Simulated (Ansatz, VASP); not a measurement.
**MnS in VASP and in Ansatz**

Contents of INCAR:

```
SYSTEM = MnS
  ALGO = Normal
  EDIFF = 1E-6
  ENCUT = 520
  GGA = PE
  ISIF = 2
  ISMEAR = -1
  ISPIN = 2
  LASPH = .True.
  LCHARG = .False.
  LMAXMIX = 4
  LORBIT = 11
  LREAL = .False.
  LWAVE = .False.
  MAGMOM = 4 0
  NBANDS = 20
  NELM = 150
  PREC = Accurate
  SIGMA = 0.02
```

Contents of KPOINTS:

```
k-points
0
Gamma
  11 11 11
  0 0 0
```

Contents of POSCAR:

```
MnS
1.0
    0.0000000000      2.6045000000      2.6045000000
    2.6045000000      0.0000000000      2.6045000000
    2.6045000000      2.6045000000      0.0000000000
Mn S
1 1
Direct
    0.0000000000      0.0000000000      0.0000000000
    0.5000000000      0.5000000000      0.5000000000
```

Input for Ansatz:

```yaml
crystal:
  lattice:
    - [0.0, 2.6045, 2.6045]
    - [2.6045, 0.0, 2.6045]
    - [2.6045, 2.6045, 0.0]
  atoms:
    - { symbol: Mn, position: [0.0, 0.0, 0.0], spin: 4.0 }
    - { symbol: S, position: [0.5, 0.5, 0.5] }
magnetization:
  spin_polarized: true
hamiltonian:
  xc: pbe
kpoints:
  mp_grid: { grid: [11, 11, 11] }
scf:
  occupations: { method: fermi_dirac, width: 0.02 }
  convergence: { dr2_threshold: 1.0e-11 }
basis:
  ecutwfc: 600
output:
  forces: true
```

Alike in both runs: task single point; functional PBE; k mesh 11 × 11 × 11; occupations fermi-dirac, width 0.02 eV; collinear spin.

|  | VASP | Ansatz |
| --- | --- | --- |
| version | VASP 6.6.1 | Ansatz 0.2.0 |
| potentials or method | VASP PAW PBE potentials, release 64 (Mn_pv, S) | scalar-relativistic, plane waves, PAW |
| plane-wave cutoff (eV) | 520 | 600 |
| valence electrons in the cell | 19 | 21 |

VASP gave:

```
net moment per atom (μB)                                      : 2.36
size of the moment on the site where the two differ most (μB) : 4.26
```

Which values does Ansatz return?

net moment per atom (μB): 2.36; size of the moment on the site where the two differ most (μB): 4.22.

Site moments also hang on the region over which each program counts them. With one functional, cell and mesh, what is left measures potentials, basis and numerics. The two sets of potentials don't hold the same shells in valence.

Caveats: a cell with one magnetic atom can't hold antiferromagnetic order, which such compounds often take.
